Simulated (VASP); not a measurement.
# Rh, self-consistent run: which settings are enough?

Rh, P1 (no. 1), 27 atoms in the cell. PBE; PAW potentials Rh_pv (PBE set). VASP 6.6.1.

Wanted: energy within 2 meV/atom; forces within 0.01 eV/Å.

What the run is for: forces in a large cell; Accuracy asked: standard; Cell repeated: 3 × 3 × 3.

POSCAR:
```
Rh
1.0
    0.0000000000      5.6935500000      5.6935500000
    5.6935500000      0.0000000000      5.6935500000
    5.6935500000      5.6935500000      0.0000000000
Rh
27
Direct
    0.0057370000      0.0015250000     -0.0026120000
   -0.0063470000      0.0056650000      0.3340000000
   -0.0032380000     -0.0024580000      0.6691070000
    0.0033710000      0.3304290000     -0.0008680000
    0.0034560000      0.3333140000      0.3342860000
    0.0034350000      0.3362770000      0.6555770000
   -0.0016680000      0.6592540000      0.0002340000
    0.0013020000      0.6694190000      0.3289750000
   -0.0073470000      0.6734340000      0.6653380000
    0.3254540000     -0.0009850000      0.0035810000
    0.3302200000     -0.0002640000      0.3362900000
    0.3324800000      0.0014580000      0.6724820000
    0.3356300000      0.3344340000     -0.0046320000
    0.3418720000      0.3216920000      0.3278050000
    0.3277150000      0.3330760000      0.6667390000
    0.3308300000      0.6758890000     -0.0030940000
    0.3265540000      0.6650710000      0.3379030000
    0.3346540000      0.6633660000      0.6641920000
    0.6647250000      0.0009310000      0.0000130000
    0.6719040000     -0.0001040000      0.3344870000
    0.6740670000     -0.0034610000      0.6674070000
    0.6626680000      0.3324640000      0.0027240000
    0.6702910000      0.3314750000      0.3330220000
    0.6724890000      0.3364220000      0.6639900000
    0.6674510000      0.6585270000     -0.0021340000
    0.6670870000      0.6706140000      0.3342320000
    0.6623090000      0.6663120000      0.6716110000
```

The series start from Plane-wave cutoff (eV): 280; Projection operators (LREAL): Auto, ROPT -0.00025; Precision mode (PREC): Normal; Electronic threshold (eV): 1e-5; Parallel layout: defaults; Program: vasp_std; Electronic algorithm: ALGO=Normal; Bands a block (NSIM): NSIM=4; Data layout and linear algebra: defaults. Each series keeps the choices made before it, and each single choice may use up half of a tolerance.

## Plane-wave cutoff (eV)

| Plane-wave cutoff (eV) | Energy less reference (meV/atom) | Forces, largest deviation (eV/Å) | SCF iterations | Time (s) |
|---|---|---|---|---|
| 220 | 142.4 | 0.133 | 32 | 28 |
| 240 | 36.5 | 0.074 | 34 | 34 |
| 280 | -10.5 | 0.018 | 35 | 48 |
| 320 | -7.0 | 0.013 | 35 | 48 |
| 390 (reference) | 0.0 | 0.000 | 35 | 46 |

Chosen: 390; the next looser run is off by more than half of the tolerance, so convergence isn't shown beyond this value.

## Projection operators (LREAL)

| Projection operators (LREAL) | Energy less reference (meV/atom) | Forces, largest deviation (eV/Å) | SCF iterations | Time (s) |
|---|---|---|---|---|
| Auto, ROPT -0.005 | 7.1 | 0.134 | 35 | 39 |
| Auto, ROPT -0.002 | 1.7 | 0.082 | 35 | 43 |
| Auto, ROPT -0.001 | -1.2 | 0.018 | 35 | 45 |
| Auto, ROPT -0.0005 | -1.4 | 0.006 | 35 | 45 |
| Auto, ROPT -0.00025 | -0.5 | 0.002 | 35 | 46 |
| Auto, ROPT -0.0001 | -0.4 | 0.001 | 35 | 51 |
| False (reference) | 0.0 | 0.000 | 35 | 46 |

Chosen: Auto, ROPT -0.00025, the loosest value from which every tighter one stays within half of the tolerance.

## Precision mode (PREC)

| Precision mode (PREC) | Energy less reference (meV/atom) | Forces, largest deviation (eV/Å) | SCF iterations | Time (s) |
|---|---|---|---|---|
| SingleN | -2.4 | 0.008 | 35 | 49 |
| Normal | 0.0 | 0.003 | 35 | 46 |
| Accurate (reference) | 0.0 | 0.000 | 35 | 90 |

Chosen: Normal.

## Electronic threshold (eV)

| Electronic threshold (eV) | Energy less reference (meV/atom) | Forces, largest deviation (eV/Å) | SCF iterations | Time (s) |
|---|---|---|---|---|
| 0.001 | -0.1 | 0.066 | 25 | 32 |
| 0.0001 | 0.0 | 0.012 | 30 | 40 |
| 1e-5 | 0.0 | 0.003 | 35 | 46 |
| 1e-6 | 0.0 | 0.001 | 37 | 50 |
| 1e-7 (reference) | 0.0 | 0.000 | 39 | 52 |

Chosen: 1e-5.

## Parallel layout

| Parallel layout | Energy less reference (meV/atom) | Forces, largest deviation (eV/Å) | SCF iterations | Time (s) |
|---|---|---|---|---|
| defaults | 0.0 | 0.000 | 35 | 46 |
| NCORE=2 | 0.0 | 0.000 | 35 | 41 |
| NCORE=4 | 0.0 | 0.000 | 35 | 40 |
| NCORE=8 | 0.0 | 0.000 | 35 | 39 |
| NPAR=2 | 0.0 | 0.000 | 35 | 37 |

Chosen: defaults; no other choice that stays within half of the tolerance saves 30 % of the time.

## Program

| Program | Energy less reference (meV/atom) | Forces, largest deviation (eV/Å) | SCF iterations | Time (s) |
|---|---|---|---|---|
| vasp_std | 0.0 | 0.000 | 35 | 46 |
| vasp_gam | 0.0 | 0.000 | 35 | 32 |

Chosen: vasp_gam, the fastest of those that stay within half of the tolerance.

## Electronic algorithm

| Electronic algorithm | Energy less reference (meV/atom) | Forces, largest deviation (eV/Å) | SCF iterations | Time (s) |
|---|---|---|---|---|
| ALGO=Normal | 0.0 | 0.000 | 35 | 32 |
| ALGO=Fast | 0.0 | 0.002 | 35 | 28 |
| ALGO=VeryFast | 0.0 | 0.013 | 39 | 29 |
| ALGO=All ISEARCH=1 | 0.0 | 0.010 | 56 | 76 |

Chosen: ALGO=Normal.

## Bands a block (NSIM)

| Bands a block (NSIM) | Energy less reference (meV/atom) | Forces, largest deviation (eV/Å) | SCF iterations | Time (s) |
|---|---|---|---|---|
| NSIM=4 | 0.0 | 0.000 | 35 | 32 |
| NSIM=1 | 0.0 | 0.000 | 35 | 38 |
| NSIM=2 | 0.0 | 0.000 | 35 | 39 |
| NSIM=8 | 0.0 | 0.000 | 35 | 37 |
| NSIM=16 | 0.0 | 0.000 | 35 | 35 |

Chosen: NSIM=4.

## Data layout and linear algebra

| Data layout and linear algebra | Energy less reference (meV/atom) | Forces, largest deviation (eV/Å) | SCF iterations | Time (s) |
|---|---|---|---|---|
| defaults | 0.0 | 0.000 | 35 | 32 |
| LPLANE=False | 0.0 | 0.000 | 35 | 36 |
| LSCALAPACK=False | 0.0 | 0.000 | 35 | 39 |
| LSCALU=True | 0.0 | 0.000 | 35 | 37 |

Chosen: defaults.

## All choices together

| Input | Energy less reference (meV/atom) | Forces, largest deviation (eV/Å) | Time (s) |
|---|---|---|---|
| the program's defaults (naive) | 9.8 | 0.448 | 16 |
| chosen settings | -0.5 | 0.002 | 32 |
| reference settings throughout | 0.0 | 0.000 | 71 |

The chosen settings stay within the tolerance of the reference run, but the reference itself isn't shown to be converged in: Plane-wave cutoff (eV).

## The input

INCAR:
```
GGA = PE ; ISMEAR = 1
SIGMA = 0.1 ; LWAVE = F
LCHARG = F ; ISIF = 2
ISYM = 0 ; PREC = Normal
LASPH = T ; LREAL = Auto
ALGO = Normal ; EDIFF = 1E-5
NELM = 120 ; GGA_COMPAT = F
ENCUT = 390 ; ROPT = -0.00025
NSIM = 4
```

KPOINTS:
```
k-points
0
Gamma
  1 1 1
```

Commands:
```
cat potpaw_PBE.64/Rh_pv/POTCAR > POTCAR
mpirun -np 8 vasp_gam > vasp.out
```

Limits: Only the k mesh 1 × 1 × 1 was run, so its error is untested.

The chosen input took VASP 6.6.1 32 s on 8 cores (AMD EPYC 7R43 (Zen 3)), a shared host.

## An input that fails: Gamma-only program on a mesh of k points

VASP's message: You are using the Gamma-point-only version with more than one k-point or some other non-Gamma k-point.

k mesh: 1 × 1 × 1 becomes 2 × 2 × 2.

Changes against the starting input:
```
- NELM = 120
+ NELM = 81
- vasp_std
+ vasp_gam
(KPOINTS)
-k-points
+Automatic mesh
-  1 1 1
+  2 2 2
+  0 0 0
```
